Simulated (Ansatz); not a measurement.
**Σ5 (310) boundary in bcc Ta with Ni (substitutional): structure and resistance**

How much does the Σ5 (310) boundary in bcc Ta with Ni (substitutional) reflect electrons?

Program: Ansatz 0.2.0. Level of theory: Ansatz plane-wave DFT, PBE, PAW files, collinear spin; relaxation of a bicrystal slab with its lowest layers held; PAW set soft_1, in the first sound run; inputs show where later runs differ. Results are calculated unless marked as measured.

### Step 1. The structure

The cell holds 19 atoms: 18 Ta and 1 Ni. Its edges and angles: a = 5.477 Å, b = 3.303 Å, c = 30.199 Å, α = 90.0°, β = 90.0°, γ = 72.5°. It derives from Ta. built on the (3 1 0) plane; 1 overlapping atoms removed and the grains opened by 0.4 Å. Vacuum lies along c.

### Step 2. Relaxing the bicrystal

The boundary is built by mirroring the lower grain in the boundary plane and removing any atoms that overlap; then the Ni is put in at the boundary. A thin bicrystal slab is relaxed first, with the lowest layers held and the upper grain free to shift and open.

input.yaml reads:

```yaml
crystal:
  lattice:
    - [5.4766761838, 0.0, 0.0]
    - [0.9957593061, 3.1488674087, 0.0]
    - [0.0, 0.0, 30.1985010762]
  atoms:
    - { symbol: Ta, position: [0.7999999999, 0.6, 0.1655711317] }
    - { symbol: Ta, position: [0.1999999999, 0.9, 0.2001543439] }
    - { symbol: Ta, position: [0.5999999999, 0.2, 0.2347375561] }
    - { symbol: Ta, position: [1.0, 0.5, 0.2693207683] }
    - { symbol: Ta, position: [0.4, 0.8, 0.3039039805] }
    - { symbol: Ta, position: [0.8, 0.1, 0.3384871927] }
    - { symbol: Ta, position: [0.2, 0.4, 0.373070405] }
    - { symbol: Ta, position: [0.6, 0.7, 0.4076536172] }
    - { symbol: Ni, position: [0.0, 0.0, 0.4422368294], spin: 1.0 }
    - { symbol: Ta, position: [0.6, 0.7, 0.4900657321] }
    - { symbol: Ta, position: [0.2, 0.4, 0.5246489443] }
    - { symbol: Ta, position: [0.8, 0.1, 0.5592321565] }
    - { symbol: Ta, position: [0.4, 0.8, 0.5938153687] }
    - { symbol: Ta, position: [1.0, 0.5, 0.6283985809] }
    - { symbol: Ta, position: [0.5999999999, 0.2, 0.6629817931] }
    - { symbol: Ta, position: [0.1999999999, 0.9, 0.6975650053] }
    - { symbol: Ta, position: [0.7999999999, 0.6, 0.7321482175] }
    - { symbol: Ta, position: [0.3999999999, 0.3, 0.7667314297] }
    - { symbol: Ta, position: [0.9999999999, 0.0, 0.8013146419] }
magnetization:
  spin_polarized: true
kpoints:
  mp_grid: { grid: [7, 7, 1] }
hamiltonian:
  xc: pbe
  pseudopotentials: { kind: paw, azcp: { folder: soft_1 } }
scf:
  occupations: { method: fermi_dirac, width: 0.1 }
relax:
  f_tol: 0.03
  max_steps: 80
  constraints: [{ sites: [0, 1, 2] }]
```

Launch:

```console
$ ansatz run input.yaml --threads 4 --pin off --max-ram 15360MiB --backend cpu --events-out ev --progress --plain --runs-dir out
```

Numbers of over 12 decimals in the logs are rounded to 6 here.

What it wrote:

```text
Engine: ansatz 0.2.0, aarch64-unknown-linux-gnu
Pseudopotentials: kind: paw
Pseudopotential: Ta, paw, valence charge 13, recommended cutoff 420 eV (normal), soft_1/Ta.paw.azcp
Pseudopotential: Ni, paw, valence charge 18, recommended cutoff 420 eV (normal), soft_1/Ni.paw.azcp
Functional definition: PBE
  parameter kappa = 0.804
  parameter beta = 0.066725
  exchange = pbe_x(kappa = kappa, mu = beta*pi^2/3)
  correlation = pbe_c(beta = beta)
Crystal: 19 atoms, lattice volume = 520.783 Å³
Basis set: ecut = 420 eV, 10209 PW (Γ), exchange–correlation on 80×48×432 points (8 copies of the dense FFT grid, shifted against one another)
Bands: 152, of which v1, the nominal top of the filled ones, is band 126 counted from 1 (125 counted from 0)
Symmetry: 2 space group operations
Space group: Cm (ITA 8), of the structure as read, at distance tolerance 8.0e-5 Å
Magnetic group: BNS 8.32 (UNI 39), of the structure as read, at distance tolerance 8.0e-5 Å
k-points: 16 of 49 (time reversal used)
Non-local potential: Ta, projectors of the file, l = 0: 3, l = 1: 2, l = 2: 2, l = 3: 1
Non-local potential: Ni, projectors of the file, l = 0: 3, l = 1: 2, l = 2: 3, l = 3: 1
PAW form: soft (Blöchl's): semilocal exchange-correlation on the pseudo side does not see the compensation charge
PAW one-centre angular grid: Ta, 590 points (default); XC on 64 Gauss nodes
PAW one-centre angular grid: Ni, 590 points (default); XC on 64 Gauss nodes
Initial density: superposition of atomic densities (neutral atoms: chi_scale 0, normalization atom)
Starting moments: Σ|m| = 1 μB on 1 of 19 sites
Initial wavefunctions: pseudopotential atomic-orbital guess
Functional: x = pbe(κ = 0.804, μ = 0.219515), c = pbe(β = 0.066725)
SCF iter   1: F=—  HF=-184640.466888 eV  |F-HF|=—  |Δ(HF+E_count)|=         —  Δρ=2.60e-2 (↑2.60e-2 ↓2.55e-2)  dr2=2.36e2  dr2_m=3.02e-2  M=0.664 μB ∫|m|=1.047 μB  β_m=0.30  ethr=3.10e-3  ⟨swp⟩=9.3  Hψ=22511  notcnv=0  defer=12
Mixer restart at iter 1: flushing history
preconditioner: auto → LDOS  [metal: Δε(μ)=0.003 eV  Ē_g=4.232 eV  σ=0.100 eV  W_gap=0.01  n_scr=122 (ndim 8)  ℏωp=16.3 eV  f_vac=0.267  D(μ)=17.20/eV (n_scr^D=126)]
spin=Collinear: LDOS preconditioning applied to the charge; magnetization (m = ρ↑ − ρ↓) channel mixes plain (no charge-response kernel on spin).
SCF iter   2: F=—  HF=-184632.489689 eV  |F-HF|=—  |Δ(HF+E_count)|=    7.98e0  Δρ=1.73e-2 (↑1.73e-2 ↓1.60e-2)  dr2=7.48e1  dr2_m=4.39e-2  M=0.589 μB ∫|m|=0.998 μB  β_m=0.49  ethr=3.10e-3  ⟨swp⟩=4.5  Hψ=8769  notcnv=0  defer=29
SCF iter   3: F=—  HF=-184630.711851 eV  |F-HF|=—  |Δ(HF+E_count)|=    1.78e0  Δρ=9.91e-3 (↑9.91e-3 ↓9.20e-3)  dr2=3.56e1  dr2_m=8.35e-2  M=0.391 μB ∫|m|=0.826 μB  β_m=0.72  ethr=3.10e-3  ⟨swp⟩=7.6  Hψ=16803  notcnv=0  defer=45
SCF iter   4: F=—  HF=-184630.012069 eV  |F-HF|=—  |Δ(HF+E_count)|=   7.00e-1  Δρ=7.85e-3 (↑7.85e-3 ↓3.95e-3)  dr2=1.40e0  dr2_m=7.24e-2  M=0.346 μB ∫|m|=0.724 μB  β_m=0.67  ethr=3.10e-3  ⟨swp⟩=5.2  Hψ=7899  notcnv=0  defer=21
SCF iter   5: F=—  HF=-184630.052716 eV  |F-HF|=—  |Δ(HF+E_count)|=   4.06e-2  Δρ=5.16e-3 (↑3.83e-3 ↓5.16e-3)  dr2=3.26e0  dr2_m=5.55e-2  M=0.261 μB ∫|m|=0.577 μB  β_m=0.84  ethr=5.54e-4  ⟨swp⟩=4.3  Hψ=8600  notcnv=0  defer=23
SCF iter   6: F=—  HF=-184630.088768 eV  |F-HF|=—  |Δ(HF+E_count)|=   3.61e-2  Δρ=7.26e-3 (↑7.26e-3 ↓3.56e-3)  dr2=1.19e0  dr2_m=1.87e-2  M=0.152 μB ∫|m|=0.372 μB  β_m=0.71  ethr=5.54e-4  ⟨swp⟩=2.8  Hψ=8687  notcnv=0  defer=19
SCF iter   7: F=—  HF=-184630.013252 eV  |F-HF|=—  |Δ(HF+E_count)|=         —  Δρ=3.98e-3 (↑1.06e-3 ↓3.98e-3)  dr2=2.86e-1  dr2_m=2.31e-2  M=0.017 μB ∫|m|=0.118 μB  β_m=0.71  ethr=4.71e-4  ⟨swp⟩=2.2  Hψ=10129  notcnv=0  defer=16
SCF iter   8: F=—  HF=-184629.993503 eV  |F-HF|=—  |Δ(HF+E_count)|=   1.97e-2  Δρ=1.31e-3 (↑1.31e-3 ↓7.91e-4)  dr2=1.18e-1  dr2_m=2.32e-3  M=-0.013 μB ∫|m|=0.032 μB  β_m=0.69  ethr=1.14e-4  ⟨swp⟩=2.8  Hψ=6744  notcnv=0  defer=17
SCF iter   9: F=—  HF=-184629.990955 eV  |F-HF|=—  |Δ(HF+E_count)|=   2.55e-3  Δρ=2.93e-4 (↑2.93e-4 ↓2.77e-4)  dr2=4.32e-3  dr2_m=1.23e-5  M=-0.002 μB ∫|m|=0.019 μB  β_m=0.71  ethr=4.67e-5  ⟨swp⟩=1.5  Hψ=5160  notcnv=0  defer=16
SCF iter  10: F=—  HF=-184629.991075 eV  |F-HF|=—  |Δ(HF+E_count)|=   1.21e-4  Δρ=3.12e-4 (↑9.72e-5 ↓3.12e-4)  dr2=2.68e-3  dr2_m=1.41e-4  M=0.001 μB ∫|m|=0.015 μB  β_m=0.68  ethr=1.71e-6  ⟨swp⟩=2.7  Hψ=8195  notcnv=0  defer=16
SCF iter  11: F=—  HF=-184629.990996 eV  |F-HF|=—  |Δ(HF+E_count)|=   7.89e-5  Δρ=1.99e-4 (↑5.22e-5 ↓1.99e-4)  dr2=7.99e-4  dr2_m=3.40e-5  M=0.001 μB ∫|m|=0.011 μB  β_m=0.82  ethr=1.06e-6  ⟨swp⟩=1.3  Hψ=4936  notcnv=0  defer=16
SCF iter  12: F=—  HF=-184629.990966 eV  |F-HF|=—  |Δ(HF+E_count)|=   3.05e-5  Δρ=8.27e-5 (↑3.91e-5 ↓8.27e-5)  dr2=4.58e-5  dr2_m=1.58e-5  M=0.000 μB ∫|m|=0.005 μB  β_m=0.72  ethr=3.17e-7  ⟨swp⟩=2.0  Hψ=5791  notcnv=0  defer=16
SCF iter  13: F=—  HF=-184629.990961 eV  |F-HF|=—  |Δ(HF+E_count)|=   5.09e-6  Δρ=2.96e-5 (↑2.96e-5 ↓1.95e-5)  dr2=1.92e-5  dr2_m=1.55e-7  M=-0.000 μB ∫|m|=0.002 μB  β_m=0.66  ethr=1.82e-8  ⟨swp⟩=2.6  Hψ=7907  notcnv=0  defer=16
SCF iter  14: F=—  HF=-184629.990962 eV  |F-HF|=—  |Δ(HF+E_count)|=   7.30e-7  Δρ=1.65e-5 (↑1.65e-5 ↓8.30e-6)  dr2=5.01e-6  dr2_m=9.87e-8  M=-0.000 μB ∫|m|=0.001 μB  β_m=0.71  ethr=7.64e-9  ⟨swp⟩=2.0  Hψ=5515  notcnv=0  defer=16
SCF iter  15: F=-184629.990962 eV  HF=-184629.990962 eV  |F-HF|=8.84e-8  |Δ(HF+E_count)|=   2.73e-7  Δρ=3.06e-6 (↑3.06e-6 ↓2.32e-6)  dr2=1.03e-7  dr2_m=4.51e-9  M=-0.000 μB ∫|m|=0.001 μB  ethr=1.99e-9  ⟨swp⟩=2.0  Hψ=12201  notcnv=0
WARN: the starting moments were not kept: the SCF closed with an absolute magnetisation of 6.6e-4 μB, where they sum to 1 μB in size (1 site). That is at most 0.1 of that sum. Measured as dr2_m measures the in/out step, that magnetisation stands 1.3e-8 eV from none, at or under the dr2_threshold of 2.3e-5 eV: it is no larger than a step whose dr2_m would equal this threshold. The system may hold no moment; this SCF s [...]
SCF 1 converged in 15 iterations: F = -184629.990962 eV  dr2 = 1.03e-7
  greatest PAW one-centre occupation: 1.000 electrons in one spin orbital (limit 2), on the Ni atom at site 8 (counted from 0), in its partial waves of l = 1
relax step   1: F+E_penalty+E_count = -184629.99096172 eV  Δ(F+E_penalty+E_count) = +0.000e0 eV  max|allowed force component| = 1.760e0 eV/Å  Δτ_max = 0.0000 Å  (15 SCF iters, dr2 threshold 2.25e-5 eV, accepted)
Initial density: handed on by an earlier stage of this run
Starting moments: Σ|m| = 1 μB on 1 of 19 sites; this step starts from the density that it was given
Initial wavefunctions: those handed on with the density
[...]
relax step   8: F+E_penalty+E_count = -184631.06543693 eV  Δ(F+E_penalty+E_count) = -8.604e-2 eV  max|allowed force component| = 4.450e-1 eV/Å  Δτ_max = 0.1970 Å  (9 SCF iters, dr2 threshold 2.53e-5 eV, accepted)
relax step   9: F+E_penalty+E_count = -184631.14915710 eV  Δ(F+E_penalty+E_count) = -8.372e-2 eV  max|allowed force component| = 6.478e-1 eV/Å  Δτ_max = 0.1950 Å  (7 SCF iters, dr2 threshold 1.00e-4 eV, accepted)
relax step  10: F+E_penalty+E_count = -184631.18486478 eV  Δ(F+E_penalty+E_count) = -3.571e-2 eV  max|allowed force component| = 5.506e-1 eV/Å  Δτ_max = 0.1943 Å  (7 SCF iters, dr2 threshold 1.00e-4 eV, accepted)
relax step  11: F+E_penalty+E_count = -184631.26516285 eV  Δ(F+E_penalty+E_count) = -8.030e-2 eV  max|allowed force component| = 1.882e-1 eV/Å  Δτ_max = 0.2000 Å  (7 SCF iters, dr2 threshold 1.00e-4 eV, accepted)
relax step  12: F+E_penalty+E_count = -184631.28848485 eV  Δ(F+E_penalty+E_count) = -2.332e-2 eV  max|allowed force component| = 2.674e-1 eV/Å  Δτ_max = 0.1902 Å  (9 SCF iters, dr2 threshold 4.13e-6 eV, accepted)
relax step  13: F+E_penalty+E_count = -184631.31171585 eV  Δ(F+E_penalty+E_count) = -2.323e-2 eV  max|allowed force component| = 1.806e-1 eV/Å  Δτ_max = 0.1948 Å  (8 SCF iters, dr2 threshold 8.35e-6 eV, accepted)
relax step  14: F+E_penalty+E_count = -184631.32126625 eV  Δ(F+E_penalty+E_count) = -9.550e-3 eV  max|allowed force component| = 1.145e-1 eV/Å  Δτ_max = 0.1313 Å  (9 SCF iters, dr2 threshold 1.49e-5 eV, accepted)
relax step  15: F+E_penalty+E_count = -184631.32280340 eV  Δ(F+E_penalty+E_count) = -1.537e-3 eV  max|allowed force component| = 2.921e-2 eV/Å  Δτ_max = 0.0475 Å  (8 SCF iters, dr2 threshold 5.26e-6 eV, accepted)
iter 1 solved again at ethr=1.07e-10 eV; its pass at ethr=3.10e-3 eV (dr2=2.71e-7 eV) is discarded
SCF iter   1: F=—  HF=-184631.322804 eV  |F-HF|=—  |Δ(HF+E_count)|=         —  Δρ=2.32e-6 (↑2.26e-6 ↓2.32e-6)  dr2=2.71e-7  dr2_m=8.69e-11  M=-0.000 μB ∫|m|=0.000 μB  β_m=0.65  ethr=1.07e-10  ⟨swp⟩=1.3  Hψ=11481  notcnv=0  defer=20
preconditioner: auto → LDOS  [metal: Δε(μ)=0.008 eV  Ē_g=3.835 eV  σ=0.100 eV  W_gap=0.02  n_scr=68 (ndim 8)  ℏωp=16.3 eV  f_vac=0.291  D(μ)=21.69/eV (n_scr^D=202)]
spin=Collinear: LDOS preconditioning applied to the charge; magnetization (m = ρ↑ − ρ↓) channel mixes plain (no charge-response kernel on spin).
SCF iter   2: F=—  HF=-184631.322804 eV  |F-HF|=—  |Δ(HF+E_count)|=   4.46e-8  Δρ=1.28e-6 (↑1.28e-6 ↓1.25e-6)  dr2=5.06e-8  dr2_m=1.36e-11  M=-0.000 μB ∫|m|=0.000 μB  β_m=0.54  ethr=1.07e-10  ⟨swp⟩=2.1  Hψ=9084  notcnv=0  defer=20
SCF iter   3: F=-184631.322804 eV  HF=-184631.322804 eV  |F-HF|=2.41e-8  |Δ(HF+E_count)|=   9.08e-9  Δρ=1.38e-6 (↑1.36e-6 ↓1.38e-6)  dr2=3.82e-8  dr2_m=3.49e-12  M=-0.000 μB ∫|m|=0.000 μB  ethr=2.01e-11  ⟨swp⟩=2.9  Hψ=16606  notcnv=0
the starting moments were not kept: the SCF closed with an absolute magnetisation of 1.0e-5 μB, where they sum to 1 μB in size (1 site). That is at most 0.1 of that sum. Measured as dr2_m measures the in/out step, that magnetisation stands 2.3e-12 eV from none, at or under the dr2_threshold of 1.0e-7 eV: it is no larger than a step whose dr2_m would equal this threshold.
SCF 16 converged in 3 iterations: F = -184631.322804 eV  dr2 = 3.82e-8
relax step  16: F+E_penalty+E_count = -184631.32280384 eV  Δ(F+E_penalty+E_count) = -4.357e-7 eV  max|allowed force component| = 2.928e-2 eV/Å  Δτ_max = 0.0000 Å  (3 SCF iters, accepted)
SCF converged after 3 iterations
Magnetization: -0.0000 μB (126.0000 up, 126.0000 down)
Absolute magnetization: 0.0000 μB (∫|ρ↑−ρ↓|, with the PAW one-centre terms)
Spin contamination: 0.0000 ħ² per cell (⟨S²⟩ above its minimum at these occupations)
Per-site moments (μB) at R_I (Å): [(-1.513921965378271e-6, 1.179792), (1.3734882089413383e-7, 1.161019), (1.4947221166098494e-7, 1.176945), (1.3690421209102528e-7, 1.161019), (-1.5724224757514892e-7, 1.182985), (-6.504635261254438e-7, 1.117825), (1.9210493053052922e-8, 1.160074), (9.386256375674653e-8, 1.035065), (-3.1996794795431363e-7, 1.035065), (6.402743392822069e-7, 1.081815), (1.061044061427736e-7, 1.091692), (9.22104341331695e-8, 1.170186), (4.436459597858976e-8, 1.173727), (1.3473434784698928e-8, 1.170186), (6.545554489920044e-8, 1.185181), (-4.596741121406442e-8, 1.165341), (1.2642187882138249e-7, 1.108731), (3.145509113679836e-7, 1.156402), (-4.386193115373725e-7, 1.108731)]
Free energy (F): -184631.322804 eV
Harris-Foulkes:  -184631.322804 eV  (|F-HF|=2.41e-8)
Internal energy: -184630.610330 eV  (E = F + TS)
E sigma→0 (E₀):  -184630.966567 eV
Entropy (-TS):   -0.712473 eV (-37.499 meV/atom)
Fermi energy:    10.768662 eV
--- Per-component energies (eV) ---
  E_band       = -4174.094280
  E_kinetic    = 7405.222839
  E_local      = -224805.177881  (includes V_loc(G=0)·N_el)
  E_nonlocal   = -315.783192
  E_hartree    = 110165.447981
  E_xc         = -5884.315032
  E_vxc        = -4336.265360  (∫ρ·V_xc dr)
  E_paw        = -151139.061222  (= ΣΔE_a)
  E_vpaw       = -2453.001281  (= ΣTr[D̂ρ^β])
  E_aug_tail   = 0.002605  (compensation charges beyond the density's cutoff)
  E_ewald      = 79943.053572
  E_smearing   = -0.712473  (= −TS)
  E_closure    = 0.000000  (closes the sum)
  Σ components = -184631.322804   (vs F -184631.322804, Δ=0.00e0)
--- Forces (eV/Å), atoms counted from 1 ---
  atom   1  Ta    -0.02454418     0.00776155     1.66243114
  atom   2  Ta    -0.49916545     0.15784997    -0.73917614
  atom   3  Ta     0.51616329    -0.16322516    -0.93294338
  atom   4  Ta    -0.00038470     0.00012165    -0.00699619
  atom   5  Ta    -0.00592969     0.00187513    -0.01028124
  atom   6  Ta     0.01126991    -0.00356386     0.00010391
  atom   7  Ta    -0.01741944     0.00550851     0.00300135
  atom   8  Ta     0.02928383    -0.00926036     0.02296483
  atom   9  Ni     0.00225858    -0.00071423    -0.01900379
  atom  10  Ta    -0.00798350     0.00252461     0.01945295
  atom  11  Ta     0.00304063    -0.00096153     0.01748531
  atom  12  Ta    -0.01649297     0.00521554     0.00350871
  atom  13  Ta     0.00388570    -0.00122877    -0.00554820
  atom  14  Ta     0.00160235    -0.00050671    -0.01536506
  atom  15  Ta     0.00730698    -0.00231067    -0.01153150
  atom  16  Ta    -0.00933058     0.00295059     0.00072863
  atom  17  Ta    -0.00099433     0.00031444     0.00208048
  atom  18  Ta     0.00105504    -0.00033363     0.00201336
  atom  19  Ta     0.00639318    -0.00202170     0.00708251
  max |Σ_I F_I| component: 1.46e-5 eV/Å
--- Relaxed structure (16 steps of the walk, 16 accepted, 0 SCFs on fresh bases) ---
  F+E_penalty+E_count = -184631.32280384 eV   max|allowed force component| = 2.928e-2 eV/Å
  atoms:
    - { symbol: Ta, position: [0.7999999999, 0.600000, 0.165571] }
    - { symbol: Ta, position: [0.200000, 0.900000, 0.200154] }
    - { symbol: Ta, position: [0.600000, 0.200000, 0.234738] }
    - { symbol: Ta, position: [1.003231, 0.498385, 0.267527] }
    - { symbol: Ta, position: [0.396372, 0.801814, 0.306067] }
    - { symbol: Ta, position: [0.810460, 0.094770, 0.336096] }
    - { symbol: Ta, position: [0.202246, 0.398877, 0.381956] }
    - { symbol: Ta, position: [0.627656, 0.686172, 0.399839] }
    - { symbol: Ni, position: [-0.087134, 0.043567, 0.438337] }
    - { symbol: Ta, position: [0.370466, 0.814767, 0.474433] }
    - { symbol: Ta, position: [-0.030633, 0.515317, 0.506123] }
    - { symbol: Ta, position: [0.572890, 0.213555, 0.542807] }
    - { symbol: Ta, position: [0.172013, 0.913993, 0.575717] }
    - { symbol: Ta, position: [0.770420, 0.614790, 0.611129] }
    - { symbol: Ta, position: [0.361850, 0.319075, 0.646319] }
    - { symbol: Ta, position: [-0.035507, 1.017753, 0.683352] }
    - { symbol: Ta, position: [0.561789, 0.719105, 0.716282] }
    - { symbol: Ta, position: [0.147611, 0.426195, 0.752338] }
    - { symbol: Ta, position: [0.742480, 0.128760, 0.779177] }
```

Elapsed: 26 min, on 4 threads of Arm Neoverse V1, shared host; peak memory 2.9 GiB.

The steps of the relaxation:

```
step  energy less that of the first step (eV)  largest force component (eV/Å)
   1                                   0.0000                          1.7600
   2                                  -0.6306                          0.7859
   3                                  -0.8449                          0.2681
   4                                  -0.9098                          0.1596
   5                                  -0.9117                          0.1987
   6                                  -0.9338                          0.1382
   7                                  -0.9884                          0.2289
   8                                  -1.0745                          0.4450
   9                                  -1.1582                          0.6478
  10                                  -1.1939                          0.5506
  11                                  -1.2742                          0.1882
  12                                  -1.2975                          0.2674
  13                                  -1.3208                          0.1806
  14                                  -1.3303                          0.1145
  15                                  -1.3318                          0.0292
  16                                  -1.3318                          0.0293
```

Forces are held to the 2 operations that the run works with; a distortion that breaks them can't arise in this run.

The atoms that moved most (Å):

| atom | dx | dy | dz | length |
| --- | --- | --- | --- | --- |
| Ta19 | -1.282 | 0.405 | -0.669 | 1.502 |
| Ta18 | -1.257 | 0.397 | -0.435 | 1.388 |
| Ta15 | -1.186 | 0.375 | -0.503 | 1.342 |
| Ta17 | -1.186 | 0.375 | -0.479 | 1.333 |
| Ta11 | -1.148 | 0.363 | -0.559 | 1.328 |
| Ta13 | -1.135 | 0.359 | -0.547 | 1.310 |
| Ta14 | -1.143 | 0.361 | -0.522 | 1.307 |
| Ta16 | -1.173 | 0.371 | -0.429 | 1.303 |

The relaxed structure:

```cif
data_structure
_symmetry_space_group_name_H-M 'P 1'
_symmetry_Int_Tables_number 1
_cell_length_a 5.4767
_cell_length_b 3.3026
_cell_length_c 30.1985
_cell_angle_alpha 90.000
_cell_angle_beta 90.000
_cell_angle_gamma 72.452
_cell_volume 520.78
loop_
_atom_site_label
_atom_site_type_symbol
_atom_site_fract_x
_atom_site_fract_y
_atom_site_fract_z
_atom_site_occupancy
Ta1 Ta 0.80000 0.60000 0.16557 1
Ta2 Ta 0.20000 0.90000 0.20015 1
Ta3 Ta 0.60000 0.20000 0.23474 1
Ta4 Ta 0.00323 0.49838 0.26753 1
Ta5 Ta 0.39637 0.80181 0.30607 1
Ta6 Ta 0.81046 0.09477 0.33610 1
Ta7 Ta 0.20225 0.39888 0.38196 1
Ta8 Ta 0.62766 0.68617 0.39984 1
Ni9 Ni 0.91287 0.04357 0.43834 1
Ta10 Ta 0.37047 0.81477 0.47443 1
Ta11 Ta 0.96937 0.51532 0.50612 1
Ta12 Ta 0.57289 0.21356 0.54281 1
Ta13 Ta 0.17201 0.91399 0.57572 1
Ta14 Ta 0.77042 0.61479 0.61113 1
Ta15 Ta 0.36185 0.31908 0.64632 1
Ta16 Ta 0.96449 0.01775 0.68335 1
Ta17 Ta 0.56179 0.71911 0.71628 1
Ta18 Ta 0.14761 0.42619 0.75234 1
Ta19 Ta 0.74248 0.12876 0.77918 1
```

This step gave:

| Quantity | Value |
| --- | --- |
| free energy | -184631.3228 eV |
| energy at zero smearing | -184630.9666 eV |
| Fermi energy | 10.77 eV |

The largest force component on a free atom ends at 0.029 eV/Å, under the tolerance of 0.03, after 16 steps.

[end of part 1 of 2]

[Logs are printed without paths, hosts, clocks, repeated set-up lines and the standing remarks that a program may print on its own settings, such as how far it seeks lower states.]

[Hosts, paths, dates, database ids (printed as entryN), source tags and the programs' standing remarks are cut or masked in the printed files.]
